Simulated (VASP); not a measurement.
Here is the system:

```
CELL_PARAMETERS angstrom
      3.62850     0.00000     0.00000
     -1.81425     3.14237     0.00000
      0.00000     0.00000     3.87468
ATOMIC_POSITIONS crystal
  Li 0.00000 0.00000 0.50000
  Li 0.33333 0.66667 0.00000
  Li 0.66667 0.33333 0.00000
  N  0.00000 0.00000 0.00000
```

All values below come from PBE GGA, VASP's PBE PAW potentials (set 64) (plane waves; VASP). Settings: 400 eV cut-off, 5×5×5 Γ-centred mesh shifted by (0.5, 0.5, 0.5), Gaussian smearing of 0.010 eV, potentials Li_sv N.

At this cut-off the stress carries a Pulay error, which pulls relaxed volumes low.

Q: Predict the energy per atom (σ→0), pressure.

A: 
```yaml
energy per atom (σ→0): -3.913 eV/atom
pressure: -6.24 GPa
```

The structure comes from a computed database's Li3N entry; how it stands against other phases isn't given here. The cell was not relaxed at this level.
